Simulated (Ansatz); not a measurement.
SrF2:
```yaml
crystal:
  lattice:
    - [0.00000, 2.87872, 2.87872]
    - [2.87872, 0.00000, 2.87872]
    - [2.87872, 2.87872, 0.00000]
  atoms:
    - { symbol: Sr, position: [0.00000, 0.00000, 0.00000] }
    - { symbol: F, position: [0.25000, 0.25000, 0.25000] }
    - { symbol: F, position: [0.75000, 0.75000, 0.75000] }
```

The program Ansatz at the PBEsol level (PAW) gives a gap of 6.90 eV without spin–orbit coupling, maximum at X, minimum at Γ.

What happens when spin–orbit coupling is switched on?

The gap is nearly the same, to 6.90 eV; maximum at X, minimum at Γ.

Give the electron effective mass with spin–orbit coupling.

0.51 mₑ (isotropic).

Give the hole effective mass with spin–orbit coupling.

0.86, 8.2, 8.2 mₑ (principal values).

Space group Fm-3m (fluorite). The cell was relaxed with PBEsol under the symmetry of its start; of distortions, only those at the zone centre were tested.

Potentials: the later of the program's two PAW sets.
